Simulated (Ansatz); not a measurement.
**Residual resistivity of an alloy: Ti(0001) with 2 layers of random Ti-Nb, 2x2**

Aim: the residual resistivity of a random alloy, from Ti(0001) with 2 layers of random Ti-Nb, 2x2 and longer regions.

Method: Ansatz plane-wave DFT, PBE, PAW files; ballistic transport by layer matching (Landauer), zero bias; PAW set soft_1, in Ansatz 0.2.0.

## Step 1: Set-up

The cell holds 48 atoms: 44 Ti and 4 Nb. Cell: a = 5.900 Å, b = 5.900 Å, c = 28.116 Å, α = 90.0°, β = 90.0°, γ = 120.0°. It derives from Ti. Regions: lead, 40 atoms (40 Ti); scattering region, 8 atoms (4 Nb and 4 Ti). The structure is stacked along c, and the current runs across the ab planes.

## Step 2: With 2 alloy layers

In 2 layers a share of 0.5 of the sites is given to Nb at random. The layers about the cell's end stay perfect and serve as the lead. Disorder leaves little or no symmetry, which makes such runs dear. Energies from -0.05 to 0.05 eV in steps of 0.05 eV are too few for the program's thermal sum, so it prints no conductance; for a metal the transmission near the Fermi level serves, at a fraction of the cost.

input.yaml reads:

```yaml
crystal:
  lattice:
    - [5.9, 0.0, 0.0]
    - [-2.95, 5.1095498823, 0.0]
    - [0.0, 0.0, 28.116]
  atoms:
    - { symbol: Ti, position: [0.1666666667, 0.3333333333, 0.0416666667] }
    - { symbol: Ti, position: [0.1666666667, 0.8333333333, 0.0416666667] }
    - { symbol: Ti, position: [0.6666666667, 0.3333333333, 0.0416666667] }
    - { symbol: Ti, position: [0.6666666667, 0.8333333333, 0.0416666667] }
    - { symbol: Ti, position: [0.3333333333, 0.1666666667, 0.125] }
    - { symbol: Ti, position: [0.3333333333, 0.6666666667, 0.125] }
    - { symbol: Ti, position: [0.8333333333, 0.1666666667, 0.125] }
    - { symbol: Ti, position: [0.8333333333, 0.6666666667, 0.125] }
    - { symbol: Ti, position: [0.1666666667, 0.3333333333, 0.2083333333] }
    - { symbol: Ti, position: [0.1666666667, 0.8333333333, 0.2083333333] }
    - { symbol: Ti, position: [0.6666666667, 0.3333333333, 0.2083333333] }
    - { symbol: Ti, position: [0.6666666667, 0.8333333333, 0.2083333333] }
    - { symbol: Ti, position: [0.3333333333, 0.1666666667, 0.2916666667] }
    - { symbol: Ti, position: [0.3333333333, 0.6666666667, 0.2916666667] }
    - { symbol: Ti, position: [0.8333333333, 0.1666666667, 0.2916666667] }
    - { symbol: Ti, position: [0.8333333333, 0.6666666667, 0.2916666667] }
    - { symbol: Ti, position: [0.1666666667, 0.3333333333, 0.375] }
    - { symbol: Ti, position: [0.1666666667, 0.8333333333, 0.375] }
    - { symbol: Ti, position: [0.6666666667, 0.3333333333, 0.375] }
    - { symbol: Ti, position: [0.6666666667, 0.8333333333, 0.375] }
    - { symbol: Nb, position: [0.3333333333, 0.1666666667, 0.4583333333] }
    - { symbol: Ti, position: [0.3333333333, 0.6666666667, 0.4583333333] }
    - { symbol: Ti, position: [0.8333333333, 0.1666666667, 0.4583333333] }
    - { symbol: Nb, position: [0.8333333333, 0.6666666667, 0.4583333333] }
    - { symbol: Ti, position: [0.1666666667, 0.3333333333, 0.5416666667] }
    - { symbol: Ti, position: [0.1666666667, 0.8333333333, 0.5416666667] }
    - { symbol: Nb, position: [0.6666666667, 0.3333333333, 0.5416666667] }
    - { symbol: Nb, position: [0.6666666667, 0.8333333333, 0.5416666667] }
    - { symbol: Ti, position: [0.3333333333, 0.1666666667, 0.625] }
    - { symbol: Ti, position: [0.3333333333, 0.6666666667, 0.625] }
    - { symbol: Ti, position: [0.8333333333, 0.1666666667, 0.625] }
    - { symbol: Ti, position: [0.8333333333, 0.6666666667, 0.625] }
    - { symbol: Ti, position: [0.1666666667, 0.3333333333, 0.7083333333] }
    - { symbol: Ti, position: [0.1666666667, 0.8333333333, 0.7083333333] }
    - { symbol: Ti, position: [0.6666666667, 0.3333333333, 0.7083333333] }
    - { symbol: Ti, position: [0.6666666667, 0.8333333333, 0.7083333333] }
    - { symbol: Ti, position: [0.3333333333, 0.1666666667, 0.7916666667] }
    - { symbol: Ti, position: [0.3333333333, 0.6666666667, 0.7916666667] }
    - { symbol: Ti, position: [0.8333333333, 0.1666666667, 0.7916666667] }
    - { symbol: Ti, position: [0.8333333333, 0.6666666667, 0.7916666667] }
    - { symbol: Ti, position: [0.1666666667, 0.3333333333, 0.875] }
    - { symbol: Ti, position: [0.1666666667, 0.8333333333, 0.875] }
    - { symbol: Ti, position: [0.6666666667, 0.3333333333, 0.875] }
    - { symbol: Ti, position: [0.6666666667, 0.8333333333, 0.875] }
    - { symbol: Ti, position: [0.3333333333, 0.1666666667, 0.9583333333] }
    - { symbol: Ti, position: [0.3333333333, 0.6666666667, 0.9583333333] }
    - { symbol: Ti, position: [0.8333333333, 0.1666666667, 0.9583333333] }
    - { symbol: Ti, position: [0.8333333333, 0.6666666667, 0.9583333333] }
kpoints:
  mp_grid: { grid: [4, 4, 1] }
hamiltonian:
  xc: pbe
  pseudopotentials: { kind: paw, azcp: { folder: soft_1 } }
scf:
  occupations: { method: fermi_dirac, width: 0.1 }
output:
  transmission: { leads: [[0, 8]], kmesh: [8, 8], e_range: [-0.05, 0.05], de: 0.05 }
  write_potential: true
  write_density: true
  volumetric_format: npy
```

Command:

```
> ansatz run input.yaml --threads 4 --pin off --max-ram 15360MiB --backend cpu --events-out ev --progress --plain --runs-dir out
```

Numbers of over 12 decimals in the logs are rounded to 6 here.

What it wrote:

```text
Engine: ansatz 0.2.0, aarch64-unknown-linux-gnu
Pseudopotentials: kind: paw
Pseudopotential: Ti, paw, valence charge 12, recommended cutoff 420 eV (normal), soft_1/Ti.paw.azcp
Pseudopotential: Nb, paw, valence charge 13, recommended cutoff 420 eV (normal), soft_1/Nb.paw.azcp
Functional definition: PBE
  parameter kappa = 0.804
  parameter beta = 0.066725
  exchange = pbe_x(kappa = kappa, mu = beta*pi^2/3)
  correlation = pbe_c(beta = beta)
Crystal: 48 atoms, lattice volume = 847.595 Å³
Basis set: ecut = 420 eV, 16425 PW (Γ)
Bands: 348, of which v1, the nominal top of the filled ones, is band 290 counted from 1 (289 counted from 0)
Symmetry: 2 space group operations
Space group: C2 (ITA 5), of the structure as read, at distance tolerance 9.5e-5 Å
k-points: 7 of 16 (time reversal used)
Non-local potential: Ti, projectors of the file, l = 0: 3, l = 1: 2, l = 2: 3, l = 3: 1
Non-local potential: Nb, projectors of the file, l = 0: 3, l = 1: 2, l = 2: 2, l = 3: 1
PAW form: soft (Blöchl's): semilocal exchange-correlation on the pseudo side does not see the compensation charge
PAW one-centre angular grid: Ti, 590 points (default); XC on 64 Gauss nodes
PAW one-centre angular grid: Nb, 590 points (default); XC on 64 Gauss nodes
Initial density: superposition of atomic densities (chi_scale 0.1, normalization cell, long waves kept (reshape's long-wave potential 0.80 eV rms))
Initial wavefunctions: pseudopotential atomic-orbital guess
Functional: x = pbe(κ = 0.804, μ = 0.219515), c = pbe(β = 0.066725)
SCF iter   1: F=—  HF=-128237.636858 eV  |F-HF|=—  |Δ(HF+E_count)|=         —  Δρ=1.13e-1  dr2=8.22e3  ethr=3.10e-3  ⟨swp⟩=7.4  Hψ=9416  notcnv=0
preconditioner: auto → Kerker (q_TF=auto, 2.561 Å⁻¹)  [metal: Δε(μ)=0.002 eV  Ē_g=2.611 eV  σ=0.100 eV  W_gap=0.01  n_scr=268 (ndim 8)  ℏωp=17.9 eV  f_vac=0.000  D(μ)=76.62/eV (n_scr^D=948)]
SCF iter   2: F=—  HF=-128201.974569 eV  |F-HF|=—  |Δ(HF+E_count)|=    3.57e1  Δρ=4.91e-2  dr2=1.26e3  ethr=3.10e-3  ⟨swp⟩=5.4  Hψ=4757  notcnv=0  defer=1
SCF iter   3: F=—  HF=-128194.334079 eV  |F-HF|=—  |Δ(HF+E_count)|=    7.64e0  Δρ=1.22e-2  dr2=3.08e1  ethr=3.10e-3  ⟨swp⟩=10.6  Hψ=10166  notcnv=0
SCF iter   4: F=—  HF=-128194.132463 eV  |F-HF|=—  |Δ(HF+E_count)|=   2.02e-1  Δρ=3.69e-3  dr2=8.70e-1  ethr=3.10e-3  ⟨swp⟩=5.7  Hψ=6138  notcnv=0
SCF iter   5: F=—  HF=-128194.132341 eV  |F-HF|=—  |Δ(HF+E_count)|=   1.22e-4  Δρ=1.44e-3  dr2=1.14e-1  ethr=1.50e-4  ⟨swp⟩=4.0  Hψ=3156  notcnv=0  defer=4
SCF iter   6: F=—  HF=-128194.131466 eV  |F-HF|=—  |Δ(HF+E_count)|=   8.76e-4  Δρ=3.25e-4  dr2=1.56e-2  ethr=1.97e-5  ⟨swp⟩=2.6  Hψ=2896  notcnv=0
SCF iter   7: F=—  HF=-128194.131556 eV  |F-HF|=—  |Δ(HF+E_count)|=   9.08e-5  Δρ=1.06e-4  dr2=1.72e-3  ethr=2.69e-6  ⟨swp⟩=3.0  Hψ=2806  notcnv=0
SCF iter   8: F=—  HF=-128194.131551 eV  |F-HF|=—  |Δ(HF+E_count)|=   5.35e-6  Δρ=3.78e-5  dr2=1.01e-4  ethr=2.97e-7  ⟨swp⟩=3.3  Hψ=2941  notcnv=0
SCF iter   9: F=—  HF=-128194.131541 eV  |F-HF|=—  |Δ(HF+E_count)|=   9.85e-6  Δρ=8.16e-6  dr2=3.36e-5  ethr=1.74e-8  ⟨swp⟩=4.3  Hψ=3545  notcnv=0
SCF iter  10: F=—  HF=-128194.132914 eV  |F-HF|=—  |Δ(HF+E_count)|=   1.37e-3  Δρ=2.78e-6  dr2=6.17e-7  ethr=5.80e-9  ⟨swp⟩=2.0  Hψ=2496  notcnv=0
SCF iter  11: F=-128194.132915 eV  HF=-128194.132915 eV  |F-HF|=3.25e-8  |Δ(HF+E_count)|=   4.48e-7  Δρ=6.20e-7  dr2=3.39e-8  ethr=1.72e-11  ⟨swp⟩=13.6  Hψ=8786  notcnv=0
SCF 1 converged in 11 iterations: F = -128194.132915 eV  dr2 = 3.39e-8
  greatest PAW one-centre occupation: 0.999 electrons in one spin orbital (limit 2), on the Ti atom at site 30 (counted from 0), in its partial waves of l = 0
transmission: 132 of 1292 steps passed
transmission: 264 of 1292 steps passed
[...]
transmission: 1292 of 1292 steps passed
SCF converged after 11 iterations
Free energy (F): -128194.132915 eV
Harris-Foulkes:  -128194.132915 eV  (|F-HF|=3.25e-8)
Internal energy: -128192.097114 eV  (E = F + TS)
E sigma→0 (E₀):  -128193.115014 eV
Entropy (-TS):   -2.035800 eV (-42.413 meV/atom)
Fermi energy:    13.492827 eV
--- Per-component energies (eV) ---
  E_band       = -7380.353033
  E_kinetic    = 13844.779288
  E_local      = -41508.449685  (includes V_loc(G=0)·N_el)
  E_nonlocal   = 3037.647474
  E_hartree    = 16277.737410
  E_xc         = -5768.201523
  E_vxc        = -7194.748941  (∫ρ·V_xc dr)
  E_paw        = -58179.874951  (= ΣΔE_a)
  E_vpaw       = -8115.058370  (= ΣTr[D̂ρ^β])
  E_aug_tail   = -0.003411  (compensation charges beyond the density's cutoff)
  E_ewald      = -55895.731715
  E_smearing   = -2.035800  (= −TS)
  E_closure    = 0.000000  (closes the sum)
  Σ components = -128194.132915   (vs F -128194.132915, Δ=0.00e0)
--- Band table (eV; the first three rows and the last of 7) ---
  k-point 0: bands = [... 286 lower, 13.9031, 13.9087, 13.9419, 13.9916, 14.0000, 14.0621, 14.0815, 14.0954, ... 54 higher]
  k-point 1: bands = [... 286 lower, 13.6539, 13.6832, 13.7241, 13.7510, 13.7609, 13.7738, 13.7830, 13.7886, ... 54 higher]
  k-point 2: bands = [... 286 lower, 13.2465, 13.2490, 13.2783, 13.3042, 13.3267, 13.3326, 13.4630, 13.4730, ... 54 higher]
  k-point 6: bands = [... 286 lower, 13.2347, 13.2417, 13.3280, 13.3342, 13.3446, 13.3470, 13.4854, 13.5070, ... 54 higher]
--- Transmission ---
  basis      : 253 plane waves across, 38 finite elements along
  points     : 34, standing for a mesh of 8 x 8
  energies   : 3 from -0.050000 to 0.050000 eV about the Fermi level, 0.050000 eV apart; the leads are filled to 0.000000 eV, and channels, transmission and decay are at 0.000000 eV
  crystal 0  : Ti8, at the sites [0, 8], period 4.6860 Å, over 23.43 Å; its Hamiltonian steps by up to 3.0 meV
    offset         : up to 0.0000 Å between an atom of the period and one for which it stands
    channels       : 2.656250e0 a spin
    conductance    : none, the energies end too early or step too widely for 300 K: set another output.transmission.e_range or a lower de, or, where they end at an eighth of basis.ecutwfc, a higher one
  junction   : crystal 0 to crystal 0, 0.70 to 24.13 Å
    transmission   : 1.382889e0 a spin
    conductance    : none, the energies end too early or step too widely for 300 K: set another output.transmission.e_range or a lower de, or, where they end at an eighth of basis.ecutwfc, a higher one
```

Run time: 8.4 min. Hardware: 4 threads of Arm Neoverse V2, shared host; peak memory 5.6 GiB.

This step gave:

```
free energy                                    : -128194.1329 eV
energy at zero smearing                        : -128193.1150 eV
Fermi energy                                   : 13.49 eV
cell area                                      : 30.15 Å²
transmission per spin nearest the Fermi level  : 1.383
open channels per spin nearest the Fermi level : 2.656
step of the lead's potential                   : 3 meV
```

Per spin. Transmission, zone mean against energy, zero at the Fermi level:

```csv
energy (eV),"transmission, zone mean"
-0.0500,1.37
0.0000,1.38
0.0500,1.45
```

Per spin. The open channels, zone mean, lead by energy, zero at the Fermi level:

```csv
energy (eV),"open channels, zone mean, lead"
-0.0500,2.25
0.0000,2.66
0.0500,3.22
```

Transmission over k1 and k2. At 0.0000 eV from the Fermi level.

Ten even steps from '0' (0.44) to '9' (2.23):
```
29879100
39746710
29755482
89750579
22845579
30176479
20019789
82114112
```
Columns: k1 (b1) from -0.5 to 0.375; rows upwards: k2 (b2) from -0.5 to 0.375.

Open channels over k1 and k2. At 0.0000 eV from the Fermi level.

Ten even steps from '0' (2.00) to '9' (6.00):
```
09229000
02000200
02000020
59000009
00200002
00020002
00009229
50005000
```
Columns: k1 (b1) from -0.5 to 0.375; rows upwards: k2 (b2) from -0.5 to 0.375.

Over the solved energies the transmission per spin lies between 1.37 and 1.45, out of 2.71 channels of the lead on average (up to 3.22).

## Step 3: With 6 alloy layers

In 6 layers a share of 0.5 of the sites is given to Nb at random. A fresh draw is used; the growth of the resistance with length is what counts.

System of this step: Ti(0001) with 6 layers of random Ti-Nb, 2x2. The cell holds 64 atoms: 52 Ti and 12 Nb. Its edges and angles: a = 5.900 Å, b = 5.900 Å, c = 37.488 Å, α = 90.0°, β = 90.0°, γ = 120.0°. It derives from Ti. Regions: lead, 40 atoms (40 Ti); scattering region, 24 atoms (12 Ti and 12 Nb). The structure is stacked along c, and the current runs across the ab planes.

input.yaml reads:

```yaml
crystal:
  lattice:
    - [5.9, 0.0, 0.0]
    - [-2.95, 5.1095498823, 0.0]
    - [0.0, 0.0, 37.488]
  atoms:
    - { symbol: Ti, position: [0.1666666667, 0.3333333333, 0.03125] }
    - { symbol: Ti, position: [0.1666666667, 0.8333333333, 0.03125] }
    - { symbol: Ti, position: [0.6666666667, 0.3333333333, 0.03125] }
    - { symbol: Ti, position: [0.6666666667, 0.8333333333, 0.03125] }
    - { symbol: Ti, position: [0.3333333333, 0.1666666667, 0.09375] }
    - { symbol: Ti, position: [0.3333333333, 0.6666666667, 0.09375] }
    - { symbol: Ti, position: [0.8333333333, 0.1666666667, 0.09375] }
    - { symbol: Ti, position: [0.8333333333, 0.6666666667, 0.09375] }
    - { symbol: Ti, position: [0.1666666667, 0.3333333333, 0.15625] }
    - { symbol: Ti, position: [0.1666666667, 0.8333333333, 0.15625] }
    - { symbol: Ti, position: [0.6666666667, 0.3333333333, 0.15625] }
    - { symbol: Ti, position: [0.6666666667, 0.8333333333, 0.15625] }
    - { symbol: Ti, position: [0.3333333333, 0.1666666667, 0.21875] }
    - { symbol: Ti, position: [0.3333333333, 0.6666666667, 0.21875] }
    - { symbol: Ti, position: [0.8333333333, 0.1666666667, 0.21875] }
    - { symbol: Ti, position: [0.8333333333, 0.6666666667, 0.21875] }
    - { symbol: Ti, position: [0.1666666667, 0.3333333333, 0.28125] }
    - { symbol: Ti, position: [0.1666666667, 0.8333333333, 0.28125] }
    - { symbol: Ti, position: [0.6666666667, 0.3333333333, 0.28125] }
    - { symbol: Ti, position: [0.6666666667, 0.8333333333, 0.28125] }
    - { symbol: Ti, position: [0.3333333333, 0.1666666667, 0.34375] }
    - { symbol: Ti, position: [0.3333333333, 0.6666666667, 0.34375] }
    - { symbol: Nb, position: [0.8333333333, 0.1666666667, 0.34375] }
    - { symbol: Ti, position: [0.8333333333, 0.6666666667, 0.34375] }
    - { symbol: Nb, position: [0.1666666667, 0.3333333333, 0.40625] }
    - { symbol: Ti, position: [0.1666666667, 0.8333333333, 0.40625] }
    - { symbol: Nb, position: [0.6666666667, 0.3333333333, 0.40625] }
    - { symbol: Ti, position: [0.6666666667, 0.8333333333, 0.40625] }
    - { symbol: Nb, position: [0.3333333333, 0.1666666667, 0.46875] }
    - { symbol: Nb, position: [0.3333333333, 0.6666666667, 0.46875] }
    - { symbol: Ti, position: [0.8333333333, 0.1666666667, 0.46875] }
    - { symbol: Nb, position: [0.8333333333, 0.6666666667, 0.46875] }
    - { symbol: Nb, position: [0.1666666667, 0.3333333333, 0.53125] }
    - { symbol: Ti, position: [0.1666666667, 0.8333333333, 0.53125] }
    - { symbol: Ti, position: [0.6666666667, 0.3333333333, 0.53125] }
    - { symbol: Nb, position: [0.6666666667, 0.8333333333, 0.53125] }
    - { symbol: Nb, position: [0.3333333333, 0.1666666667, 0.59375] }
    - { symbol: Ti, position: [0.3333333333, 0.6666666667, 0.59375] }
    - { symbol: Nb, position: [0.8333333333, 0.1666666667, 0.59375] }
    - { symbol: Ti, position: [0.8333333333, 0.6666666667, 0.59375] }
    - { symbol: Nb, position: [0.1666666667, 0.3333333333, 0.65625] }
    - { symbol: Nb, position: [0.1666666667, 0.8333333333, 0.65625] }
    - { symbol: Ti, position: [0.6666666667, 0.3333333333, 0.65625] }
    - { symbol: Ti, position: [0.6666666667, 0.8333333333, 0.65625] }
    - { symbol: Ti, position: [0.3333333333, 0.1666666667, 0.71875] }
    - { symbol: Ti, position: [0.3333333333, 0.6666666667, 0.71875] }
    - { symbol: Ti, position: [0.8333333333, 0.1666666667, 0.71875] }
    - { symbol: Ti, position: [0.8333333333, 0.6666666667, 0.71875] }
    - { symbol: Ti, position: [0.1666666667, 0.3333333333, 0.78125] }
    - { symbol: Ti, position: [0.1666666667, 0.8333333333, 0.78125] }
    - { symbol: Ti, position: [0.6666666667, 0.3333333333, 0.78125] }
    - { symbol: Ti, position: [0.6666666667, 0.8333333333, 0.78125] }
    - { symbol: Ti, position: [0.3333333333, 0.1666666667, 0.84375] }
    - { symbol: Ti, position: [0.3333333333, 0.6666666667, 0.84375] }
    - { symbol: Ti, position: [0.8333333333, 0.1666666667, 0.84375] }
    - { symbol: Ti, position: [0.8333333333, 0.6666666667, 0.84375] }
    - { symbol: Ti, position: [0.1666666667, 0.3333333333, 0.90625] }
    - { symbol: Ti, position: [0.1666666667, 0.8333333333, 0.90625] }
    - { symbol: Ti, position: [0.6666666667, 0.3333333333, 0.90625] }
    - { symbol: Ti, position: [0.6666666667, 0.8333333333, 0.90625] }
    - { symbol: Ti, position: [0.3333333333, 0.1666666667, 0.96875] }
    - { symbol: Ti, position: [0.3333333333, 0.6666666667, 0.96875] }
    - { symbol: Ti, position: [0.8333333333, 0.1666666667, 0.96875] }
    - { symbol: Ti, position: [0.8333333333, 0.6666666667, 0.96875] }
kpoints:
  mp_grid: { grid: [4, 4, 1] }
hamiltonian:
  xc: pbe
  pseudopotentials: { kind: paw, azcp: { folder: soft_1 } }
scf:
  occupations: { method: fermi_dirac, width: 0.1 }
output:
  transmission: { leads: [[0, 8]], kmesh: [8, 8], e_range: [-0.05, 0.05], de: 0.05 }
  write_potential: true
  write_density: true
  volumetric_format: npy
```

What it wrote:

```text
[...]
Crystal: 64 atoms, lattice volume = 1130.126 Å³
Basis set: ecut = 420 eV, 21905 PW (Γ)
Bands: 468, of which v1, the nominal top of the filled ones, is band 390 counted from 1 (389 counted from 0)
Symmetry: 1 space group operations
[...]
k-points: 10 of 16 (time reversal used)
[...]
SCF iter   1: F=—  HF=-184636.461826 eV  |F-HF|=—  |Δ(HF+E_count)|=         —  Δρ=7.41e-2  dr2=1.71e3  ethr=3.10e-3  ⟨swp⟩=7.1  Hψ=17086  notcnv=0
[...]
SCF iter  11: F=-184607.366502 eV  HF=-184607.366502 eV  |F-HF|=2.44e-9  |Δ(HF+E_count)|=   4.03e-8  Δρ=4.73e-7  dr2=3.51e-9  ethr=1.28e-11  ⟨swp⟩=8.5  Hψ=13114  notcnv=0
SCF 1 converged in 11 iterations: F = -184607.366502 eV  dr2 = 3.51e-9
[...]
transmission: 182 of 1802 steps passed
transmission: 362 of 1802 steps passed
[...]
transmission: 1802 of 1802 steps passed
SCF converged after 11 iterations
Free energy (F): -184607.366502 eV
[...]
Internal energy: -184604.468760 eV  (E = F + TS)
E sigma→0 (E₀):  -184605.917631 eV
Entropy (-TS):   -2.897742 eV (-45.277 meV/atom)
Fermi energy:    14.078841 eV
[...]
--- Band table (eV; the first three rows and the last of 10) ---
  k-point 0: bands = [... 386 lower, 14.5419, 14.5473, 14.5624, 14.5798, 14.5842, 14.5913, 14.6098, 14.6228, ... 74 higher]
  k-point 1: bands = [... 386 lower, 14.2280, 14.2401, 14.3227, 14.3319, 14.3419, 14.3480, 14.3777, 14.3804, ... 74 higher]
  k-point 2: bands = [... 386 lower, 13.8186, 13.8218, 13.8769, 13.8981, 13.9314, 13.9521, 13.9728, 13.9801, ... 74 higher]
  k-point 9: bands = [... 386 lower, 13.8219, 13.8349, 13.8874, 13.9284, 13.9382, 13.9490, 13.9639, 13.9776, ... 74 higher]
--- Transmission ---
  basis      : 253 plane waves across, 53 finite elements along
  points     : 34, standing for a mesh of 8 x 8
[...]
channels       : 2.656250e0 a spin
[...]
junction   : crystal 0 to crystal 0, 0.70 to 33.50 Å
    transmission   : 1.287398e0 a spin
[...]
```

It took 13 min on 4 threads; peak memory 9.5 GiB; 48 min of CPU time.

Numbers from this step:

```yaml
free_energy: -184607.3665 eV
energy_at_zero_smearing: -184605.9176 eV
fermi_energy: 14.08 eV
transmission_per_spin_nearest_the_fermi_level: 1.287
step_of_the_lead_s_potential: 2.9 meV
```

Per spin. Transmission, zone mean against energy, zero at the Fermi level:

```csv
energy (eV),"transmission, zone mean"
-0.0500,1.16
0.0000,1.29
0.0500,1.30
```

Over the solved energies the transmission per spin lies between 1.16 and 1.30, out of 2.71 channels of the lead on average (up to 3.22).

(Continued in part 2 of 2.)

[Logs are printed without paths, hosts, clocks, repeated set-up lines and the standing remarks that a program may print on its own settings, such as how far it seeks lower states.]

[Hosts, paths, dates, database ids (printed as entryN), source tags and the programs' standing remarks are cut or masked in the printed files.]
